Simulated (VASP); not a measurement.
KI:

```
K I
1.0
     0.00000    3.96589    3.96589
     3.96589    0.00000    3.96589
     3.96589    3.96589    0.00000
K I
1 1
Direct
  0.00000 0.00000 0.00000
  0.25000 0.25000 0.25000
```

The cell was built by a generator and needn't be a form met in nature.

Base run:

* Program: VASP 6.6.1
* Functional: PBE
* Potentials or basis: VASP PAW PBE potentials, release 64 (K_sv, I)
* Cutoff: 520 eV
* k mesh: 4 × 4 × 4
* Occupations: gaussian, width 0.01 eV
* Spin: no spin polarisation

Its results: band gap on the k mesh 3.93 eV, direct; pressure 0.2 GPa.

Question: The run is repeated on the same cell with these changes: functional from PBE to HSE06. What comes out?

Answer: Band gap on the k mesh 4.88 eV, direct; pressure 0.1 GPa.

HSE06 gives the wider gap, since exact exchange removes part of the self-interaction.

Caveats: spin-orbit coupling is left out, which moves the levels of the heavy elements; the PAW data sets were made with another functional, which shifts forces and pressure a little (some runs).

